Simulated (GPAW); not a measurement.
Runs of GPAW 26.7.0 on ScAl3. Symmetry: Pm-3m, No. 221, cubic system. The conventional cell has a = 4.088 Å, b = 4.088 Å, c = 4.088 Å, α = 90.00°, β = 90.00°, γ = 90.00°. Around Sc (site symmetry m-3m) lie 12 Al at 2.89 Å. Al (site symmetry 4/mmm) has 4 Sc at 2.89 Å and 8 Al at 2.89 Å as nearest neighbours. The cell is a database's computed one.

| task | level | potentials or basis | cell | smearing | optimizer | fmax | max steps | convergence | gap on the mesh (eV) | pressure (GPa) | relaxed volume (Å³/atom) |
| --- | --- | --- | --- | --- | --- | --- | --- | --- | --- | --- | --- |
| relaxation of cell and atoms | PBE+D4 | GPAW PAW data sets (gpaw-data 1.2.1), pw | relaxed | fermi-dirac 0.05 eV | LBFGS | 0.02 eV/Å | 60 | density=1e-05 forces=0.0001 | none | 0.0 | (a) |
| relaxation of cell and atoms | PBEsol+D3(BJ) | PAW data sets generated in the run's folder for this functional, pw | relaxed | fermi-dirac 0.05 eV | LBFGS | 0.02 eV/Å | 60 | density=1e-05 forces=0.0001 | none | 0.0 | 16.26 |
| relaxation of cell and atoms | PBE+D3(BJ) | GPAW PAW data sets (gpaw-data 1.2.1), pw | relaxed | fermi-dirac 0.05 eV | LBFGS | 0.05 eV/Å | 60 | density=1e-05 forces=0.0001 | none | 0.1 | 16.59 |
| single point | PBE | GPAW PAW data sets (gpaw-data 1.2.1), pw | as given | gaussian 0.013 eV | - | - | - | - | none | 1.1 | - |
| single point | PBE | GPAW PAW data sets (gpaw-data 1.2.1), pw | as given | gaussian 0.026 eV | - | - | - | - | none | 1.1 | - |

Alike in all rows: no spin polarisation; k mesh 7 × 7 × 7; cutoff (eV) 600.

Question: Estimate the missing entries.

Answer: (a) 16.69.

Caveats: later steps reuse the first step's grids (some runs); pairwise dispersion overbinds metals, which lowers pressure and volume (some runs).

A gap of «none» marks a metal or a gap under the smearing width.
